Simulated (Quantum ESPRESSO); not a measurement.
# FeO (Wuestite) (Fm-3m) in Quantum ESPRESSO: notebook, part 4 of 5

Quantum ESPRESSO 7.5. Earlier steps stand in the parts before.

**5. Wannier functions, LDA, collinear spin, ferromagnetic start**

File pw.in:

```
&CONTROL
  calculation = 'scf'
  prefix = 'pwscf'
  outdir = './tmp'
  pseudo_dir = './pseudo'
  tprnfor = .true.
  tstress = .true.
  disk_io = 'low'
/
&SYSTEM
  ibrav = 0
  nat = 2
  ntyp = 2
  ecutwfc = 36
  ecutrho = 216
  nbnd = 21
  occupations = 'smearing'
  smearing = 'fd'
  degauss = 0.00367493
  nspin = 2
  starting_magnetization(1) = 0.1875
  starting_magnetization(2) = 0
/
&ELECTRONS
  conv_thr = 4d-10
  electron_maxstep = 120
  mixing_beta = 0.3
/
ATOMIC_SPECIES
Fe    55.8450 Fe.LDA_PW-JTH.UPF
O     15.9990 O.LDA_PW-JTH.UPF
CELL_PARAMETERS angstrom
   0.0000000000    2.1554000000    2.1554000000
   2.1554000000    0.0000000000    2.1554000000
   2.1554000000    2.1554000000    0.0000000000
ATOMIC_POSITIONS crystal
Fe     0.0000000000    0.0000000000    0.0000000000
O      0.5000000000    0.5000000000    0.5000000000
K_POINTS automatic
8 8 8 0 0 0
```

File nscf.in:

```
&CONTROL
  calculation = 'nscf'
  prefix = 'pwscf'
  outdir = './tmp'
  pseudo_dir = './pseudo'
  disk_io = 'low'
/
&SYSTEM
  ibrav = 0
  nat = 2
  ntyp = 2
  ecutwfc = 36
  ecutrho = 216
  nbnd = 26
  occupations = 'smearing'
  smearing = 'fd'
  degauss = 0.00367493
  nspin = 2
  starting_magnetization(1) = 0.1875
  starting_magnetization(2) = 0
  nosym = .true.
  noinv = .true.
/
&ELECTRONS
  conv_thr = 1d-09
  electron_maxstep = 120
  mixing_beta = 0.3
  diago_full_acc = .true.
/
ATOMIC_SPECIES
Fe    55.8450 Fe.LDA_PW-JTH.UPF
O     15.9990 O.LDA_PW-JTH.UPF
CELL_PARAMETERS angstrom
   0.0000000000    2.1554000000    2.1554000000
   2.1554000000    0.0000000000    2.1554000000
   2.1554000000    2.1554000000    0.0000000000
ATOMIC_POSITIONS crystal
Fe     0.0000000000    0.0000000000    0.0000000000
O      0.5000000000    0.5000000000    0.5000000000
K_POINTS crystal
343
  0.00000000   0.00000000   0.00000000 2.91545190e-03
  0.00000000   0.00000000   0.14285714 2.91545190e-03
  0.00000000   0.00000000   0.28571429 2.91545190e-03
  0.00000000   0.00000000   0.42857143 2.91545190e-03
  0.00000000   0.00000000   0.57142857 2.91545190e-03
  0.00000000   0.00000000   0.71428571 2.91545190e-03
[... 335 lines left out ...]
  0.85714286   0.85714286   0.71428571 2.91545190e-03
  0.85714286   0.85714286   0.85714286 2.91545190e-03
```

File pw2wan_up.in:

```
&INPUTPP
  prefix = 'pwscf'
  outdir = './tmp'
  seedname = 'w_up'
  write_mmn = .true.
  write_amn = .true.
  spin_component = 'up'
  scdm_proj = .true.
  scdm_entanglement = 'erfc'
  scdm_mu = 18.11
  scdm_sigma = 2
/
```

File pw2wan_dn.in:

```
&INPUTPP
  prefix = 'pwscf'
  outdir = './tmp'
  seedname = 'w_dn'
  write_mmn = .true.
  write_amn = .true.
  spin_component = 'down'
  scdm_proj = .true.
  scdm_entanglement = 'erfc'
  scdm_mu = 19.11
  scdm_sigma = 1
/
```

File bands.in:

```
&CONTROL
  calculation = 'bands'
  prefix = 'pwscf'
  outdir = './tmp'
  pseudo_dir = './pseudo'
  disk_io = 'low'
/
&SYSTEM
  ibrav = 0
  nat = 2
  ntyp = 2
  ecutwfc = 36
  ecutrho = 216
  nbnd = 26
  occupations = 'smearing'
  smearing = 'fd'
  degauss = 0.00367493
  nspin = 2
  starting_magnetization(1) = 0.1875
  starting_magnetization(2) = 0
/
&ELECTRONS
  conv_thr = 1d-08
  electron_maxstep = 120
  mixing_beta = 0.3
  diago_full_acc = .true.
/
ATOMIC_SPECIES
Fe    55.8450 Fe.LDA_PW-JTH.UPF
O     15.9990 O.LDA_PW-JTH.UPF
CELL_PARAMETERS angstrom
   0.0000000000    2.1554000000    2.1554000000
   2.1554000000    0.0000000000    2.1554000000
   2.1554000000    2.1554000000    0.0000000000
ATOMIC_POSITIONS crystal
Fe     0.0000000000    0.0000000000    0.0000000000
O      0.5000000000    0.5000000000    0.5000000000
K_POINTS crystal
77
  0.00000000   0.00000000   0.00000000 1
  0.04166700   0.00000000   0.04166700 1
  0.08333300   0.00000000   0.08333300 1
  0.12500000   0.00000000   0.12500000 1
  0.16666700   0.00000000   0.16666700 1
  0.20833300   0.00000000   0.20833300 1
[... 69 lines left out ...]
  0.53125000   0.06250000   0.53125000 1
  0.50000000   0.00000000   0.50000000 1
```

File w_up.win:

```
num_wann = 13
num_bands = 22
auto_projections = true
dis_num_iter = 0
num_iter = 0
conv_tol = 1.0d-9
conv_window = 4
num_print_cycles = 40
fermi_energy = 15.1102
bands_plot = true
write_hr = true
mp_grid = 7 7 7
exclude_bands = 1-4
spin = up
begin unit_cell_cart
ang
  0.0000000000   2.1554000000   2.1554000000
  2.1554000000   0.0000000000   2.1554000000
  2.1554000000   2.1554000000   0.0000000000
end unit_cell_cart
begin atoms_frac
Fe   0.0000000000   0.0000000000   0.0000000000
O    0.5000000000   0.5000000000   0.5000000000
end atoms_frac
begin kpoint_path
G   0.0000000000   0.0000000000   0.0000000000  X   0.5000000000   0.0000000000   0.5000000000
X   0.5000000000   0.0000000000   0.5000000000  W   0.5000000000   0.2500000000   0.7500000000
W   0.5000000000   0.2500000000   0.7500000000  K   0.3750000000   0.3750000000   0.7500000000
K   0.3750000000   0.3750000000   0.7500000000  G   0.0000000000   0.0000000000   0.0000000000
G   0.0000000000   0.0000000000   0.0000000000  L   0.5000000000   0.5000000000   0.5000000000
L   0.5000000000   0.5000000000   0.5000000000  U   0.6250000000   0.2500000000   0.6250000000
U   0.6250000000   0.2500000000   0.6250000000  W   0.5000000000   0.2500000000   0.7500000000
W   0.5000000000   0.2500000000   0.7500000000  L   0.5000000000   0.5000000000   0.5000000000
L   0.5000000000   0.5000000000   0.5000000000  K   0.3750000000   0.3750000000   0.7500000000
U   0.6250000000   0.2500000000   0.6250000000  X   0.5000000000   0.0000000000   0.5000000000
end kpoint_path
bands_num_points = 12
begin kpoints
  0.00000000   0.00000000   0.00000000
  0.00000000   0.00000000   0.14285714
  0.00000000   0.00000000   0.28571429
  0.00000000   0.00000000   0.42857143
  0.00000000   0.00000000   0.57142857
  0.00000000   0.00000000   0.71428571
[... 335 lines left out ...]
  0.85714286   0.85714286   0.71428571
  0.85714286   0.85714286   0.85714286
end kpoints
```

File w_dn.win:

```
num_wann = 13
num_bands = 22
auto_projections = true
dis_num_iter = 0
num_iter = 0
conv_tol = 1.0d-9
conv_window = 4
num_print_cycles = 40
fermi_energy = 15.1102
bands_plot = true
write_hr = true
mp_grid = 7 7 7
exclude_bands = 1-4
spin = down
begin unit_cell_cart
ang
  0.0000000000   2.1554000000   2.1554000000
  2.1554000000   0.0000000000   2.1554000000
  2.1554000000   2.1554000000   0.0000000000
end unit_cell_cart
begin atoms_frac
Fe   0.0000000000   0.0000000000   0.0000000000
O    0.5000000000   0.5000000000   0.5000000000
end atoms_frac
begin kpoint_path
G   0.0000000000   0.0000000000   0.0000000000  X   0.5000000000   0.0000000000   0.5000000000
X   0.5000000000   0.0000000000   0.5000000000  W   0.5000000000   0.2500000000   0.7500000000
W   0.5000000000   0.2500000000   0.7500000000  K   0.3750000000   0.3750000000   0.7500000000
K   0.3750000000   0.3750000000   0.7500000000  G   0.0000000000   0.0000000000   0.0000000000
G   0.0000000000   0.0000000000   0.0000000000  L   0.5000000000   0.5000000000   0.5000000000
L   0.5000000000   0.5000000000   0.5000000000  U   0.6250000000   0.2500000000   0.6250000000
U   0.6250000000   0.2500000000   0.6250000000  W   0.5000000000   0.2500000000   0.7500000000
W   0.5000000000   0.2500000000   0.7500000000  L   0.5000000000   0.5000000000   0.5000000000
L   0.5000000000   0.5000000000   0.5000000000  K   0.3750000000   0.3750000000   0.7500000000
U   0.6250000000   0.2500000000   0.6250000000  X   0.5000000000   0.0000000000   0.5000000000
end kpoint_path
bands_num_points = 12
begin kpoints
  0.00000000   0.00000000   0.00000000
  0.00000000   0.00000000   0.14285714
  0.00000000   0.00000000   0.28571429
  0.00000000   0.00000000   0.42857143
  0.00000000   0.00000000   0.57142857
  0.00000000   0.00000000   0.71428571
[... 335 lines left out ...]
  0.85714286   0.85714286   0.71428571
  0.85714286   0.85714286   0.85714286
end kpoints
```

Potentials or basis: JTH 2.0 LDA.

Started as:

```bash
$ OMP_NUM_THREADS=1 pw.x -in pw.in > pw.out
$ OMP_NUM_THREADS=1 pw.x -in nscf.in > nscf.out
$ wannier90.x -pp w_up
$ OMP_NUM_THREADS=1 pw2wannier90.x -in pw2wan_up.in > pw2wan_up.out
$ wannier90.x w_up
$ wannier90.x -pp w_dn
$ OMP_NUM_THREADS=1 pw2wannier90.x -in pw2wan_dn.in > pw2wan_dn.out
$ wannier90.x w_dn
$ OMP_NUM_THREADS=1 pw.x -in bands.in > bands.out
```

pw.out:

```text
This program is part of the open-source Quantum ESPRESSO suite
     for quantum simulation of materials; please cite
         "P. Giannozzi et al., J. Phys.:Condens. Matter 21 395502 (2009);
         "P. Giannozzi et al., J. Phys.:Condens. Matter 29 465901 (2017);
         "P. Giannozzi et al., J. Chem. Phys. 152 154105 (2020);
     in publications or presentations arising from this work. More details at

     file Fe.LDA_PW-JTH.UPF: wavefunction(s)  3S 3P 0P 0D renormalized
     file O.LDA_PW-JTH.UPF: wavefunction(s)  0S 2P 0P renormalized
     Message from routine setup:
     using ibrav=0 with symmetry is DISCOURAGED, use correct ibrav instead

     G-vector sticks info
     --------------------
     sticks:   dense  smooth     PW     G-vecs:    dense   smooth      PW
     Sum         499     313    109                 7343     3839     749

     Using Slab Decomposition

     bravais-lattice index     =            0
     lattice parameter (alat)  =       5.7603  a.u.
     unit-cell volume          =     135.1482 (a.u.)^3
     number of atoms/cell      =            2
     number of atomic types    =            2
     number of electrons       =        22.00
     number of Kohn-Sham states=           21
     kinetic-energy cutoff     =      36.0000  Ry
     charge density cutoff     =     216.0000  Ry
     scf convergence threshold =      4.0E-10
     mixing beta               =       0.3000
     number of iterations used =            8  plain     mixing
     Exchange-correlation= SLA PW NOGX NOGC
                           (   1   4   0   0   0   0   0)

     celldm(1)=   5.760255  celldm(2)=   0.000000  celldm(3)=   0.000000
     celldm(4)=   0.000000  celldm(5)=   0.000000  celldm(6)=   0.000000

     crystal axes: (cart. coord. in units of alat)
               a(1) = (   0.000000   0.707107   0.707107 )
               a(2) = (   0.707107   0.000000   0.707107 )
               a(3) = (   0.707107   0.707107   0.000000 )

     reciprocal axes: (cart. coord. in units 2 pi/alat)
               b(1) = ( -0.707107  0.707107  0.707107 )
               b(2) = (  0.707107 -0.707107  0.707107 )
               b(3) = (  0.707107  0.707107 -0.707107 )

     PseudoPot. # 1 for Fe read from file:
     Fe.LDA_PW-JTH.UPF
     Pseudo is Projector augmented-wave + core cor, Zval = 16.0
     Generated using ATOMPAW code
     Shape of augmentation charge: SINC**2
     Using radial grid of 1038 points,  6 beta functions with:
                l(1) =   0
[... 86 lines left out ...]

     total energy              =    -365.20366894 Ry
     estimated scf accuracy    <       0.89316938 Ry
[... 114 lines left out ...]
     iteration # 13     ecut=    36.00 Ry     beta= 0.30
     Davidson diagonalization with overlap
     ethr =  5.55E-12,  avg # of iterations =  2.0

     Magnetic moment per site  (integrated on atomic sphere of radius R)
     atom   1 (R=0.292)  charge= 13.5467  magn=  3.4185
     atom   2 (R=0.292)  charge=  5.7975  magn=  0.3383

     End of self-consistent calculation

 ------ SPIN UP ------------

          k = 0.0000 0.0000 0.0000 (   531 PWs)   bands (ev):

   -73.8775 -40.2813 -40.2813 -40.2813  -5.4134  11.2276  11.2276  11.2276
    11.3644  11.3644  11.3644  11.6326  11.6326  15.1718  30.2793  31.9545
    31.9545  31.9545  35.4574  35.4574  35.4574
[... 153 lines left out ...]
   -73.8705 -40.3164 -40.3093 -40.2925  -4.1292   7.4792   8.3491   8.6831
    12.1004  12.1162  12.6426  12.8336  14.1331  22.1995  23.1733  23.9854
    27.9021  34.6589  34.7166  41.5442  42.5435

          k =-0.7071 0.1768-0.0000 (   484 PWs)   bands (ev):

   -73.8699 -40.3220 -40.3011 -40.2981  -4.1502   7.7704   9.0737   9.0846
    11.4208  12.4000  12.4774  12.4971  13.0762  21.0695  23.6660  24.8666
    28.2988  31.2990  38.9853  41.3975  44.1589

          k =-0.7071 0.3536 0.0000 (   488 PWs)   bands (ev):

   -73.8699 -40.3118 -40.3118 -40.2990  -4.0918   8.2368   8.2368   8.4471
    12.2124  12.2124  12.4350  12.4976  13.5544  22.3755  23.9343  23.9343
    26.6678  34.7209  34.7209  42.4505  43.2651

 ------ SPIN DOWN ----------

          k = 0.0000 0.0000 0.0000 (   531 PWs)   bands (ev):

   -69.9076 -36.4289 -36.4289 -36.4289  -4.8264  11.8496  11.8496  11.8496
    14.3555  14.3555  14.3555  15.0991  15.0991  15.9722  30.5130  33.0751
    33.0751  33.0751  36.8087  36.8087  36.8087
[... 153 lines left out ...]
   -69.8991 -36.4734 -36.4643 -36.4432  -3.5093   8.3199   9.1578   9.9008
    15.1225  15.2085  15.7985  16.1536  17.2082  23.1647  24.2469  24.9066
    28.8714  35.5332  35.5803  42.2610  43.4000

          k =-0.7071 0.1768-0.0000 (   484 PWs)   bands (ev):

   -69.8985 -36.4804 -36.4544 -36.4505  -3.5211   8.4065   9.9456  10.0440
    13.8499  15.7265  15.8830  15.9445  16.4054  22.2268  24.4031  26.0753
    29.2665  32.2835  39.6061  42.5380  45.2888

          k =-0.7071 0.3536 0.0000 (   488 PWs)   bands (ev):

   -69.8985 -36.4677 -36.4677 -36.4515  -3.4654   8.9974   8.9974   9.5303
    15.0693  15.0693  15.8837  16.0072  16.7594  23.5659  24.8608  24.8608
    27.6256  35.5746  35.5746  43.6581  44.2091

     the Fermi energy is    15.1102 ev

!    total energy              =    -365.45302862 Ry
     total all-electron energy =      -365.453029 Ry
     estimated scf accuracy    <          2.0E-11 Ry
     smearing contrib. (-TS)   =      -0.00102092 Ry
     internal energy E=F+TS    =    -365.45200770 Ry

     The total energy is F=E-TS. E is the sum of the following terms:
     one-electron contribution =    -134.03384771 Ry
     hartree contribution      =      60.32723250 Ry
     xc contribution           =     -30.33993961 Ry
     ewald contribution        =    -190.02755604 Ry
     one-center paw contrib.   =     -71.37789683 Ry

     total magnetization       =     4.00 Bohr mag/cell
     absolute magnetization    =     4.00 Bohr mag/cell

     convergence has been achieved in  13 iterations

     Forces acting on atoms (cartesian axes, Ry/au):

     atom    1 type  1   force =    -0.00000000   -0.00000000    0.00000000
     atom    2 type  2   force =     0.00000000    0.00000000   -0.00000000

     Total force =     0.000000     Total SCF correction =     0.000000

     Computing stress (Cartesian axis) and pressure

          total   stress  (Ry/bohr**3)                   (kbar)     P=     -212.17
  -0.00144230  -0.00000000  -0.00000000         -212.17       -0.00       -0.00
  -0.00000000  -0.00144230  -0.00000000           -0.00     -212.17       -0.00
  -0.00000000   0.00000000  -0.00144230           -0.00        0.00     -212.17

=------------------------------------------------------------------------------=
   JOB DONE.
=------------------------------------------------------------------------------=
```

Wall time 2.8 min (1 thread of Arm Neoverse V1, shared host); peak memory 0.17 GiB.

What came out:

* Free energy: -4972.2418 eV
* Band gap on the k mesh: none (metal or under the smearing width)
* Net moment: 4.00 μB per cell
* Absolute moment: 4.00 μB per cell
* Site moments: Fe +3.42; O +0.34 μB
* Valence electrons inside the program's atomic spheres: Fe 13.55; O 5.80
* Total Wannier spread: 69.44 Å² over 26 functions
* RMS miss of the Wannier bands: 0.038 eV

Levels at the corners of the path, in eV from the Fermi level:
Spin up:
```csv
point,band 11,band 12,band 13,band 14,band 15,band 16
Γ,-3.75,-3.48,-3.48,0.06,15.17,16.84
X,-2.61,-2.61,-2.55,5.10,8.55,10.68
W,-2.68,-2.61,-1.56,7.27,8.82,8.82
K,-2.49,-2.26,-1.54,6.59,8.57,8.60
Γ,-3.75,-3.48,-3.48,0.06,15.17,16.84
L,-2.36,-0.19,-0.19,3.91,8.32,12.26
U,-2.49,-2.26,-1.54,6.59,8.57,8.60
W,-2.68,-2.61,-1.56,7.27,8.82,8.82
L,-2.36,-0.19,-0.19,3.91,8.32,12.26
K,-2.49,-2.26,-1.54,6.59,8.57,8.60
U,-2.49,-2.26,-1.54,6.59,8.57,8.60
X,-2.61,-2.61,-2.55,5.10,8.55,10.68
```
Spin down:
| point | band 7 | band 8 | band 9 | band 10 | band 11 | band 12 |
| --- | --- | --- | --- | --- | --- | --- |
| Γ | -3.26 | -3.26 | -0.75 | -0.75 | -0.75 | -0.01 |
| X | -4.44 | -4.44 | -2.15 | 0.54 | 0.77 | 0.77 |
| W | -6.11 | -5.58 | -0.04 | -0.04 | 0.77 | 0.90 |
| K | -6.15 | -4.89 | -0.82 | 0.58 | 0.69 | 1.15 |
| Γ | -3.26 | -3.26 | -0.75 | -0.75 | -0.75 | -0.01 |
| L | -5.20 | -5.20 | 0.41 | 0.41 | 0.62 | 2.68 |
| U | -6.15 | -4.89 | -0.82 | 0.58 | 0.69 | 1.15 |
| W | -6.11 | -5.58 | -0.04 | -0.04 | 0.77 | 0.90 |
| L | -5.20 | -5.20 | 0.41 | 0.41 | 0.62 | 2.68 |
| K | -6.15 | -4.89 | -0.82 | 0.58 | 0.69 | 1.15 |
| U | -6.15 | -4.89 | -0.82 | 0.58 | 0.69 | 1.15 |
| X | -4.44 | -4.44 | -2.15 | 0.54 | 0.77 | 0.77 |

Spin up: Wannier functions:
```csv
function,nearest atom,distance (Å),spread (Å²),on-site energy from the reference level (eV)
1,2 O,0.33,0.59,-9.32
2,2 O,0.33,0.60,-8.87
3,2 O,0.28,0.65,-6.82
4,2 O,0.21,0.67,-5.71
5,1 Fe,0.04,1.18,-2.25
6,1 Fe,0.07,1.38,-1.66
7,1 Fe,0.06,1.09,-2.21
8,1 Fe,0.13,1.59,-1.38
9,1 Fe,0.07,1.91,-1.10
10,1 Fe,0.22,2.16,-0.01
11,1 Fe,1.30,5.95,8.50
12,1 Fe,0.93,6.61,8.93
13,1 Fe,1.27,9.74,9.00
```
Spin down: Wannier functions:
```tsv
function	nearest atom	distance (Å)	spread (Å²)	on-site energy from the reference level (eV)
1	2 O	0.33	0.66	-8.47
2	2 O	0.33	0.66	-8.02
3	2 O	0.28	0.70	-6.10
4	2 O	0.22	0.72	-5.03
5	1 Fe	0.04	1.34	0.84
6	1 Fe	0.07	1.58	1.28
7	1 Fe	0.07	1.25	0.76
8	1 Fe	0.15	1.90	1.77
9	1 Fe	0.08	2.27	2.00
10	1 Fe	0.25	2.41	2.57
11	1 Fe	1.35	5.98	9.07
12	1 Fe	0.97	6.63	9.65
13	1 Fe	1.29	9.22	9.72
```

Parts of the spread (Å²): spin up: invariant 10.91, diagonal 5.481, off-diagonal 17.72, total 34.11; spin down: invariant 11.00, diagonal 4.973, off-diagonal 19.35, total 35.32. Against the direct bands the interpolation misses by 38 meV (root mean square) and 475 meV at most, for states up to 1 eV over the reference level.

Caveat: the k mesh is coarse; the cutoff is too short for stress, so the log's stress isn't used; the cutoff is low for these files, which shifts pressure and relaxed volume; the cutoff lies well under what these potentials need, so the values aren't converged; a cell with one magnetic atom can't hold antiferromagnetic order, which such compounds often take; semilocal functionals often make such compounds metallic where correlation or magnetic order opens a gap, which also shifts bond lengths.

[end of part 4 of 5]
